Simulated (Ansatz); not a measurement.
A crystal relaxed with r2SCAN in Ansatz has space group Pm-3m (No. 221) and a = 4.128 Å.

```tsv
atom	site	x	y	z
Xx	1a	0.0000	0.0000	0.0000
Br	1b	0.5000	0.5000	0.5000
```

With r2SCAN the valence top lies at M and the conduction bottom at Γ, 4.82 eV higher; the smallest vertical gap, at Γ, is 4.98 eV. With HSE06 the valence top lies at M and the conduction bottom at Γ, 5.26 eV higher; the smallest vertical gap, at Γ, is 5.42 eV. PBE gives an indirect gap of 4.08 eV, from M to Γ; the least direct gap is 4.23 eV at Γ. Meshes: r2SCAN 6×6×6, HSE06 4×4×4, PBE 6×6×6. r2SCAN's ε∞ is 2.7 in all directions.

Q: Which element is Xx?
A. Cs
B. Li
C. Rb
D. Na

A: C. Xx is Rb: RbBr, CsCl type. Around Rb lie 8 Br at 3.57 Å; around Br lie 8 Rb at 3.57 Å.

Note: simulated data, non-magnetic, for a generated structure that need not be the stable one.

Spin-orbit coupling is left out.

The meshes of the hybrids are coarse, so their gaps aren't converged to the digits shown.
